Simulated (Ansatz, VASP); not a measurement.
This is a calculation of Sn for Ansatz 0.2.0.

input.yaml

```yaml
crystal:
  lattice:
    - [0.0, 3.2758916636, 3.2758916636]
    - [3.2758916636, 0.0, 3.2758916636]
    - [3.2758916636, 3.2758916636, 0.0]
  atoms:
    - { symbol: Sn, position: [0.75, 0.75, 0.75] }
    - { symbol: Sn, position: [0.5, 0.5, 0.5] }
hamiltonian:
  xc: r2scan
  pseudopotentials: { kind: paw }
  dispersion: d3bj
kpoints:
  mp_grid: { grid: [7, 7, 7] }
scf:
  occupations: { method: fermi_dirac, width: 0.05 }
output:
  forces: true
  stress: true
  eigenvalues: true
```

Potentials or basis: Ansatz PAW.

Command:

```sh
$ ansatz run input.yaml --threads 2 --pin off --max-ram 5120MiB --backend cpu --events-out ev --progress --plain --runs-dir out
```

Q: Translate it to VASP 6.6.1. Potentials there: VASP PAW PBE potentials, release 64 (Sn_d).

A: As run (the cutoff follows the program's own potentials):

File POSCAR:

```
Sn
1.0
    0.0000000000      3.2758916636      3.2758916636
    3.2758916636      0.0000000000      3.2758916636
    3.2758916636      3.2758916636      0.0000000000
Sn
2
Direct
    0.7500000000      0.7500000000      0.7500000000
    0.5000000000      0.5000000000      0.5000000000
```

INCAR.step1

```
SYSTEM = Sn
ALGO = Normal
EDIFF = 1E-4
ENCUT = 520
GGA = PE
ISMEAR = -1
LASPH = .TRUE.
LCHARG = .FALSE.
LREAL = .FALSE.
LWAVE = .TRUE.
NBANDS = 21
NELM = 80
PREC = Accurate
SIGMA = 0.05
```

File INCAR.step2:

```
SYSTEM = Sn
ALGO = Normal
EDIFF = 1E-6
ENCUT = 520
ISIF = 2
ISMEAR = -1
ISTART = 1
IVDW = 12
LASPH = .TRUE.
LCHARG = .FALSE.
LMIXTAU = .TRUE.
LREAL = .FALSE.
LWAVE = .FALSE.
METAGGA = R2SCAN
NBANDS = 21
NELM = 80
PREC = Accurate
SIGMA = 0.05
VDW_A1 = 0.49484001
VDW_A2 = 5.73083694
VDW_S6 = 1.0
VDW_S8 = 0.78981345
```

File KPOINTS:

```
k-points
0
G
  7 7 7
  0 0 0
```

Potentials or basis: VASP PAW PBE potentials, release 64 (Sn_d).

Launch:

```sh
$ cat potpaw_PBE.64/Sn_d/POTCAR > POTCAR
$ cp INCAR.step1 INCAR
$ mpirun -np 1 vasp_std > vasp.out
$ cp INCAR.step2 INCAR
$ mpirun -np 1 vasp_std > vasp.out
```

Both were run:

|  | VASP | Ansatz | Ansatz less VASP |
| --- | --- | --- | --- |
| gap on the k mesh at the Fermi level (eV) | none | none | - |
| pressure (GPa) | -0.3 | -0.3 | +0.03 |
| dispersion energy (meV/atom) | -142.2 | -142.3 | -0.09 |

A gap of «none» marks a metal or a gap that the smearing closes.

Caveats: pairwise dispersion overbinds metals, which lowers pressure and volume; the PAW data sets were made with another functional, which shifts forces and pressure a little (VASP); the PAW data sets come from PBE, with cores solved anew for the run's functional, which leaves a small shift of forces and pressure (Ansatz); the dispersion damping was fitted for another functional or another form of the correction (Ansatz).
